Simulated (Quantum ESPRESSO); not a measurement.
Crystal: CoO.

```
Co O
1.0
     2.57053    0.00000    0.00000
     0.00000    2.57053    0.00000
     0.00000    0.00000    2.57053
Co O
1 1
Cartesian
  0.0000 0.0000 0.0000
  1.2853 1.2853 1.2853
```

Measurements of this composition are mostly on another form, of space group No. 225.

Program: Quantum ESPRESSO 7.5. Alike in all runs: task single point; spin collinear, ferromagnetic start; Co d U = 2 eV; cell as given; k mesh 7 × 7 × 7; smearing gaussian 0.05 eV.

Task: Order these runs on this cell by their pressure, lowest first.
A. level revPBE+U; potentials or basis SPMS 1.0 PBE; cutoff (eV) 1197; double 0; magnetic state asked for free
B. level RPBE+U; potentials or basis SPMS 1.0 PBE; cutoff (eV) 1197; double 0; magnetic state asked for free
C. level PBEsol+U; potentials or basis PseudoDojo 0.4.1 SR PBEsol standard; cutoff (eV) 1306; double 6; magnetic state asked for fm
D. level PW91+U; potentials or basis SPMS 1.0 PBE; cutoff (eV) 1197; double 0; magnetic state asked for free

Result: C (9.9 GPa), D (19.5 GPa), A (25.8 GPa), B (27.7 GPa).

Caveats: a cell with one magnetic atom can't hold antiferromagnetic order, which such compounds often take; the potentials were made for another functional, which shifts forces and pressure (some runs).
